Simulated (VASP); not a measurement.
Here is a VASP 6.6.1 calculation.

INCAR

```
SYSTEM = Au
PREC = Accurate ; ENCUT = 600
EDIFF = 1E-6 ; ISMEAR = -1
SIGMA = 0.05 ; LREAL = .FALSE.
LASPH = .TRUE. ; NELM = 60
ALGO = Normal ; ISIF = 2
LWAVE = .FALSE. ; LCHARG = .FALSE.
LDIPOL = .TRUE. ; IDIPOL = 3
DIPOL = 0.5 0.5 0.294 ; GGA = PE
```

File KPOINTS:

```
Automatic mesh
0
G
  10 10 1
  0 0 0
```

POSCAR

```
Au
1.0
    2.6622700000      0.0000000000      0.0000000000
    0.0000000000      2.6617000000      0.0000000000
    0.0000000000      0.0000000000     23.8000000000
Au
1
Direct
    0.0000000000      0.5000000000      0.2941200000
```

Potentials or basis: VASP PAW PBE potentials, release 64 (Au_sv_GW).

The run is started by

```bash
$ cat potpaw_PBE.64/Au_sv_GW/POTCAR > POTCAR
$ mpirun -np 1 vasp_std > vasp.out
```

Problem. Estimate the band gap on the k mesh.

Solution. None (metal or under the smearing width).

The run has no spin-orbit coupling, so splittings on Au are missing.
